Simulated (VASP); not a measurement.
# C in VASP: how settings move the r2SCAN single point

The r2SCAN single point of C (diamond), under +1.0 % biaxial strain in x and y, free along z is repeated with altered inputs. Which of them can be trusted?

Program: VASP 6.6.1. PAW datasets, plane waves. (Simulation; spin polarisation is off.)

## 1. Starting point

The cell comes from an earlier relaxation with r2SCAN in another program, then strained, with the atoms relaxed again.

Space group I4_1/amd (No. 141), tetragonal; a = 2.543 Å, c = 3.553 Å in the conventional setting, 5.74 Å³ an atom. C has 4 C at 1.55 Å.

Coordinates:

```
CELL_PARAMETERS angstrom
0.00000 1.79793 1.77638
1.79793 0.00000 1.77638
1.79793 1.79793 0.00000
ATOMIC_POSITIONS crystal
C 0.00000 0.00000 0.00000
C 0.25000 0.25000 0.25000
```

## 2. Baseline

Contents of INCAR:

```
ENCUT = 520.000000
SIGMA = 0.010000
EDIFF = 1.00e-07
ALGO = Normal
METAGGA = R2SCAN
PREC = Accurate
IBRION = -1
ISIF = 2
ISMEAR = 0
NBANDS = 11
NELM = 120
NSW = 0
LASPH = .TRUE.
LCHARG = .FALSE.
LWAVE = .FALSE.
LREAL = .FALSE.
```

Contents of KPOINTS:

```
KPOINTS created by Atomic Simulation Environment
0
Gamma
12 12 12
0 0 0
```

Contents of POSCAR:

```
C
 1.0000000000000000
     0.0000000000000000    1.7979253840000000    1.7763848549000001
     1.7979253840000000    0.0000000000000000    1.7763848549000001
     1.7979253840000000    1.7979253840000000    0.0000000000000000
 C
   2
Cartesian
  0.0000000000000000  0.0000000000000000  0.0000000000000000
  0.8989626919999999  0.8989626919999999  0.8881924274500000
```

A file KPOINTS_OPT adds named points for the levels; it doesn't enter the self-consistent loop.

Potentials: the recommended PBE PAW datasets, 8 valence electrons.

On the command line:

```sh
$ mpirun -np 1 vasp_std
```

## 3. Try 1

Changes to INCAR since step 2:

```diff
@@ -10,3 +10,2 @@
 NBANDS = 11
-NELM = 120
 NSW = 0
@@ -16 +15,4 @@
 LREAL = .FALSE.
+ISYM = -1
+MAXMIX = 10
+NELM = 84
```

Contents of KPOINTS:

```
KPOINTS created by Atomic Simulation Environment
0
Gamma
4 4 4
0 0 0
```

POSCAR is that of step 2.

## 4. Try 2

Contents of INCAR:

```
ENCUT = 520.000000
SIGMA = 0.010000
EDIFF = 1.00e-07
METAGGA = R2SCAN
IBRION = -1
ISIF = 2
ISMEAR = 0
NBANDS = 11
NSW = 0
LASPH = .TRUE.
LCHARG = .FALSE.
LWAVE = .FALSE.
LREAL = .FALSE.
ALGO = All
PREC = Medium
NELM = 54
```

Contents of KPOINTS:

```
KPOINTS created by Atomic Simulation Environment
0
Monkhorst-Pack
12 12 12
0 0 0
```

POSCAR is that of step 2.

**Question.** What will these runs give? Wanted: for each run, changed; ending; energy change; pressure; electronic steps; usable.

The runs gave:

| run | changed | ending | energy change (meV/atom) | pressure (GPa) | gap on the mesh (eV; negative: overlap) | electronic steps | time | usable |
| --- | --- | --- | --- | --- | --- | --- | --- | --- |
| ref. | – | converged | 0 | -6.7 | 4.00 | 12 | 59 s | yes |
| 1 | ISYM = -1, MAXMIX = 10, NELM = 84, mesh 4×4×4 | converged | 70.7 | -5.6 | 4.30 | 12 | 25 s | no |
| 2 | ALGO = All, PREC = Medium, NELM = 54, shifted mesh | converged | -0.1 | -6.7 | 4.25 | 12 | 46 s | no |

Of 2 altered inputs, 2 ended normally on a faulty or unsound input.
